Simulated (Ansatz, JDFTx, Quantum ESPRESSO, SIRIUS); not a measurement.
# Ni: energy against volume and a worked fit

The structure is cubic, space group Fm-3m (No. 225). The conventional cell has a = 3.475 Å, b = 3.475 Å, c = 3.475 Å, α = 90.00°, β = 90.00°, γ = 90.00°. Ni (site symmetry m-3m) is surrounded by 12 Ni at 2.46 Å.

The cell was scaled at fixed shape and fractions and run with Ansatz, all-electron LAPW, scalar-relativistic; PBEsol, k mesh 13 × 13 × 13 on the cell of 1 atom, fermi-dirac occupations of 0.05 eV, collinear spin, ferromagnetic start, no spin-orbit coupling. Energies are those that the program minimises, any entropy of the smearing included. For a metal such a mesh isn't converged to the digits shown. The magnetic state is the one that the start led to, which needn't be the lowest.

```csv
V (Å³/atom),energy over the lowest row (meV/atom)
9.8625,19.99
10.0723,6.34
10.2822,0.00
10.4920,0.15
10.7019,6.07
10.9117,?
11.1215,32.70
```

Question: Fit the third-order Birch-Murnaghan form, give V0, B0 and B′, and predict the energy left open.

Answer: With y = (V0/V)^(2/3), E = E0 + (9 V0 B0/16) [(y - 1)³ B′ + (y - 1)² (6 - 4y)]. Least squares through the rows shown give V0 = 10.3809 Å³/atom, E0 = -0.69 meV, B0 = 231.7 GPa (1 eV/Å³ = 160.218 GPa) and B′ = 4.86, with a largest miss of 0.01 meV. At V = 10.9117 the form with these constants gives 17.11 meV; the run gave 17.11 meV an atom. Other set-ups at this level, from all their volumes (Å³/atom, GPa): JDFTx, PseudoDojo-SR-PBEsol-0.4.1-standard: V0 10.387, B0 230.2; JDFTx, PseudoDojo-SR-PBEsol-0.4.1-standard with smoothed tails: V0 10.380, B0 230.8; Quantum ESPRESSO, PseudoDojo 0.4.1 SR PBEsol standard: V0 10.388, B0 230.2; SIRIUS, PseudoDojo 0.4.1 PBEsol standard (scalar relativistic): V0 10.381, B0 230.7. Measured volume: 10.94 Å³/atom at 298 K (a printed reference work), so the fit lies -5.1 % from it. The runs are for a static lattice.
